Each electron state in a crystal has a wave vector k, and the energy of the crystal is built from averages over all of them. A calculation replaces these averages by sums over a regular grid, the k mesh, with n divisions along each of three directions. The table follows boron phosphide, a semiconductor, through five such grids while its atoms stay fixed. Its energies are counted from spherical, unpolarised free atoms, so they are not cohesive energies, but this zero is the same in every row.

Boron phosphide (space group F-43m, cubic edge 4.538 Å) at fixed atoms, computed with Ansatz 0.2.0: all-electron LAPW, PBE, scalar-relativistic, Fermi-Dirac smearing of 0.08 eV, basis error target 0.5 meV/atom. Pressure is positive in compression; the energy is the free energy less that of spherical, unpolarised free atoms.

```
  k mesh  pressure (GPa)  energy less free atoms (eV/atom)
   4x4x4           2.185                            -6.370
   6x6x6           1.216                            -6.447
   9x9x9           1.091                            -6.455
12x12x12           1.085                            -6.455
17x17x17           1.084                            -6.455
```

How wrong is a coarse mesh? Measured against 17x17x17, the energy at 4x4x4 is 86 meV/atom too high, and at 6x6x6 it is still 9 meV/atom too high. At 9x9x9 only 0.4 meV/atom is left. An energy difference of a few meV per atom would therefore be lost at 6x6x6 if the two structures did not share the same error.

Why does the error vanish so fast? The steps from 4 to 6 and from 6 to 9 divisions both refine the mesh by half again, yet the first cuts the energy error by a factor of 10 and the second by 21. An error that followed a fixed power of n would shrink by the same factor both times. Here the second factor is about twice the first, so no fixed power fits.

A simpler system shows the reason: a smooth function on a ring, sampled at n evenly spaced points. The function can be built from waves that go round the ring once, twice and so on. Even sampling averages these waves to zero, as it should, except those that go round n, 2n, 3n times, because they have the same value at every point. The error is whatever the function contains of these few waves.

In the crystal, k takes the place of the position on the ring, and a wave that goes round n times stands for a link between cells n lattice steps apart. Theory says that in an insulator, where filled and empty bands are separated by a gap, such links die away roughly exponentially with distance. The ring has one dimension and a fixed function, whereas the crystal has three and its electron density is recomputed on each mesh. The picture therefore gives the form of the fall, but neither its size nor its sign.

How well does this simple law do? It says that each added division cuts the error by the same factor r, which the rows 4x4x4 and 6x6x6 set at 3.14. Three more divisions then lead to

error at 9x9x9 ≈ 8.665 / 3.14³ ≈ 0.28 meV/atom.

The calculation gives 0.405 meV/atom, a row that played no part in setting r. The law has the right size but is about a third too low, because the factor per division itself weakens slowly. A power law drawn through the same two rows would give 8.665 / 9.883 ≈ 0.88 meV/atom, about twice too much. The output below lists these errors and ratios, which come straight from the rows without a least-squares fit.

Which digits can be trusted? From 9x9x9 on, the energy stays at -6.455 eV/atom and the pressure is settled to within 0.01 GPa. The estimated error of the basis set, 0.3 meV/atom, is by then about as large as that of the mesh, so a finer mesh alone hardly improves the absolute energy. These are digits of a PBE calculation, and the distance from PBE to nature is a separate matter.

Is the pressure that remains a sign of a poor mesh? No: it settles at 1.084 GPa, which means that PBE would let this fixed cell expand. With a bulk modulus of very roughly 170 GPa, the edge would grow by about 0.2 %. At 4x4x4 the pressure is twice as high, and one would expect twice the expansion.

Does the band gap settle in the same way? It does not, because it depends on single points rather than on an average. The lowest conduction level lies at a point inside the zone, and a mesh finds it only if one of its points falls close by. At 4x4x4 and 6x6x6 none does. Both take the level at the same point, X on the zone boundary, and their gaps are 77 and 95 meV too wide. The 18 meV between them must come from the electron density, which is recomputed on each mesh. The gap is worse at 6x6x6 although the energy is ten times better. Even at 9x9x9, where the energy is settled to 0.4 meV/atom, the gap is still 20 meV too wide. A converged energy is thus no guarantee of a converged gap.

What would change in another crystal? Two things count: the distance that the mesh spans in real space, and how fast the links die away over it. The same boron phosphide described in a cell with doubled edges has the same links and needs only half the divisions. In another insulator the links may reach farther or less far, so the mesh has to be tested anew. In a metal the filling of the bands breaks off at the Fermi surface, and the sampled function is no longer smooth. Its links then reach much farther, and the mesh must be finer or the edge of the filling more strongly smeared.

Output of the analysis:

```
Errors against the finest mesh:
       row  points in full mesh  mesh length in A  energy error in meV/atom  pressure error in GPa
     4x4x4                   64             12.84                     85.64                    1.1
     6x6x6                  216             19.25                     8.665                 0.1312
     9x9x9                  729             28.88                     0.405               0.007067
  12x12x12                 1728             38.51                     0.025                0.00045
  17x17x17                 4913             54.55                         0                      0
Sampled gap:
       row  gap in eV  excess over finest mesh in meV  nearest mesh point x
     4x4x4      1.319                           77.31                   0.5
     6x6x6      1.337                           94.84                   0.5
     9x9x9      1.262                           20.26                0.4444
  12x12x12      1.242                           0.092                0.4167
  17x17x17      1.242                               0                0.4118
Energy error falls from 4x4x4 to 6x6x6 by the factor: 9.883
Energy error falls from 6x6x6 to 9x9x9 by the factor: 21.4
Weight of the Gamma point falls in either step by the factor: 3.375
Local power of n in the energy error, 4 to 6: 5.65
Local power of n in the energy error, 6 to 9: 7.555
Local power of n in the energy error, 9 to 12 (rounding matters): 9.681
Energy error reduction per added division, 4 to 6: 3.144
Energy error reduction per added division, 6 to 9: 2.776
Pressure error falls from 4x4x4 to 6x6x6 by the factor: 8.385
Pressure at 4x4x4 over pressure at 17x17x17: 2.015
Largest entropy term in meV/atom: 0.01849
Estimated basis error in meV/atom: 0.3011
Percent growth of the 4x4x4 energy error per percent of volume compression: 0.9365
Rough edge expansion that relieves the converged pressure in percent: 0.2126
Rough edge expansion suggested by 4x4x4 in percent: 0.4283
```
